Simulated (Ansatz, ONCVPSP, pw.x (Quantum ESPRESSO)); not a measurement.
# pw.x on sc As: one setting changed

Potential: optimised norm-conserving Vanderbilt (ONCV), ONCVPSP 4.0.1.1 (patched build), PBE; core [Ar] 3d10, reference 4s2 4p2.5; waves: 4s: rc 1.40 bohr, ncon 4, nbas 9, qcut 4.9 1/bohr, 1 projector; 4p: rc 1.90 bohr, ncon 4, nbas 8, qcut 4.9 1/bohr, 2 projectors, debl 1.8 Ha; d scattering state at 0.26 Ha: rc 2.00 bohr, ncon 4, nbas 8, qcut 4.3 1/bohr, 2 projectors, debl 3.4 Ha; local part: polynomial inside 1.10 bohr (lpopt 2, dvloc0 0 Ha); core correction: none.

The reference run (k-mesh 12³, cutoffs 60/240 Ry, Fermi–Dirac 0.01 Ry, mixing_beta 0.4, conv_thr 1e-9, no spin) gives -0.72 GPa at 20.515 Å³/atom, where all-electron LAPW gives -0.24 GPa. This run, with its own iteration cap, changes k-mesh points per axis to 20.

```
&control
  calculation='scf', prefix='x', pseudo_dir='./', outdir='./tmp', tstress=.true., disk_io='none'
/
&system
  ibrav=0, nat=1, ntyp=1, ecutwfc=60, ecutrho=240, nbnd=9,
  occupations='smearing', smearing='fd', degauss=0.01
/
&electrons
  conv_thr=1e-09, mixing_beta=0.4, electron_maxstep=60
/
ATOMIC_SPECIES
As 1.0 As.UPF
CELL_PARAMETERS angstrom
  2.73751920 0.00000000 0.00000000
  0.00000000 2.73751920 0.00000000
  0.00000000 0.00000000 2.73751920
ATOMIC_POSITIONS crystal
As 0.0000 0.0000 0.0000
K_POINTS automatic
20 20 20 0 0 0
```

```bash
pw.x < As.scf.in > As.scf.out
```

Q: How does the run end?

A: It converges in 6 iterations; the free energy moves by -11.7 meV/atom and the pressure by -0.27 GPa.

```
Message from routine setup:
     using ibrav=0 with symmetry is DISCOURAGED, use correct ibrav instead
     lattice parameter (alat)  =       5.1732  a.u.
     unit-cell volume          =     138.4421 (a.u.)^3
     number of electrons       =         5.00
     number of Kohn-Sham states=            9
     kinetic-energy cutoff     =      60.0000  Ry
     charge density cutoff     =     240.0000  Ry
     scf convergence threshold =      1.0E-09
     Exchange-correlation= PBE
     number of k points=   286  Fermi-Dirac smearing, width (Ry)=  0.0100
     iteration #  1     ecut=    60.00 Ry     beta= 0.40
     total energy              =     -12.62809708 Ry
     estimated scf accuracy    <       0.01391887 Ry
     iteration #  2     ecut=    60.00 Ry     beta= 0.40
     total energy              =     -12.62708879 Ry
     estimated scf accuracy    <       0.00379741 Ry
     iteration #  3     ecut=    60.00 Ry     beta= 0.40
     total energy              =     -12.62736441 Ry
     estimated scf accuracy    <       0.00003478 Ry
     iteration #  4     ecut=    60.00 Ry     beta= 0.40
     total energy              =     -12.62736672 Ry
     estimated scf accuracy    <       0.00000025 Ry
     iteration #  5     ecut=    60.00 Ry     beta= 0.40
     total energy              =     -12.62736682 Ry
     estimated scf accuracy    <          1.3E-09 Ry
     iteration #  6     ecut=    60.00 Ry     beta= 0.40
     the Fermi energy is     7.8360 ev
!    total energy              =     -12.62736682 Ry
     estimated scf accuracy    <          7.8E-10 Ry
     smearing contrib. (-TS)   =      -0.00192944 Ry
     The total energy is F=E-TS. E is the sum of the following terms:
     one-electron contribution =       3.72659852 Ry
     hartree contribution      =       0.50759201 Ry
     xc contribution           =      -3.14800565 Ry
     ewald contribution        =     -13.71162225 Ry
     convergence has been achieved in   6 iterations
          total   stress  (Ry/bohr**3)                   (kbar)     P=       -9.92
     Message from routine punch:
     Nothing written, as per user request (disk_io='none')
```

The run took about 33 s on one core of a shared host (Neoverse-N1, 64 threads, 124 GiB, load 59).
